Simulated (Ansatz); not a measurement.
**A faulty run on Σ3 (112)[1-10] symmetric tilt boundary in a CdSe-HgSe solid solution (48 atoms)**

Program: Ansatz 0.2.0. The cell: 7 Hg, 24 Se and 17 Cd.

Contents of input.yaml:

```yaml
crystal:
  lattice:
    - [4.2973, 0.0, 0.0]
    - [0.0, 10.52619, 0.0]
    - [0.0, 0.0, 30.70584]
  atoms:
    - { symbol: Hg, position: [0.50041, 0.58152, 0.03114] }
    - { symbol: Se, position: [0.50041, 0.66948, 0.11239] }
    - { symbol: Hg, position: [0.00041, 0.91628, 0.99906] }
    - { symbol: Se, position: [0.00041, 0.00706, 0.07746] }
    - { symbol: Hg, position: [0.00041, 0.25599, 0.06821] }
    - { symbol: Se, position: [0.00041, 0.33782, 0.14989] }
    - { symbol: Cd, position: [0.00041, 0.58713, 0.15255] }
    - { symbol: Se, position: [0.00041, 0.67169, 0.23341] }
    - { symbol: Cd, position: [0.50041, 0.91959, 0.1156] }
    - { symbol: Se, position: [0.50041, 0.00435, 0.1953] }
    - { symbol: Cd, position: [0.50041, 0.25412, 0.19] }
    - { symbol: Se, position: [0.50041, 0.33981, 0.26958] }
    - { symbol: Hg, position: [0.50041, 0.5906, 0.27448] }
    - { symbol: Se, position: [0.50041, 0.67698, 0.35594] }
    - { symbol: Cd, position: [0.00041, 0.92069, 0.23544] }
    - { symbol: Se, position: [0.00041, 0.00227, 0.31653] }
    - { symbol: Hg, position: [0.00041, 0.25075, 0.3077] }
    - { symbol: Se, position: [0.00041, 0.34456, 0.38595] }
    [... 24 atom lines left out ...]
    - { symbol: Hg, position: [0.00041, 0.25035, 0.57808] }
    - { symbol: Se, position: [0.00041, 0.34298, 0.49971] }
    - { symbol: Cd, position: [0.50041, 0.59063, 0.61233] }
    - { symbol: Se, position: [0.50041, 0.67478, 0.53108] }
    - { symbol: Hg, position: [0.50041, 0.9249, 0.52622] }
    - { symbol: Se, position: [0.50041, 0.99406, 0.93848] }
kpoints:
  mp_grid: { grid: [3, 1, 1] }
hamiltonian:
  xc: pbe
  pseudopotentials: { kind: paw, core: large }
scf:
  occupations: { method: tetrahedron }
  eigensolver: { kind: { support_functions: { accuracy: low } } }
  mixing: { beta: 0.2 }
  max_iter: 50
output:
  forces: true
```

Run with:

```sh
> ansatz run input.yaml --threads 4 --pin off --max-ram 8192MiB --backend cpu --events-out ev --progress --plain --runs-dir out
```

The program printed:

```text
Error: scf.eigensolver.kind.support_functions with scf.occupations.method: tetrahedron|tetrahedron_uncorrected — tetrahedra are not implemented on support functions; set another scf.occupations.method, or use scf.eigensolver.kind: auto
```

It took 0.04 s on 4 threads of Intel Xeon Platinum 8488C (Sapphire Rapids), shared host; peak memory 0.048 GiB.

Q: Name the fault and the fix.

Tetrahedra on support functions: support_functions.accuracy = "low", scf.mixing.beta = 0.2, scf.occupations.method = "tetrahedron" and scf.occupations.width removed.

The fix is to go back to the occupations of the reference.

The program refused it before any cycle.

[Logs are printed without paths, hosts, clocks, repeated set-up lines and the standing remarks that a program may print on its own settings, such as how far it seeks lower states.]

[Hosts, paths, dates, database ids (printed as entryN), source tags and the programs' standing remarks are cut or masked in the printed files.]
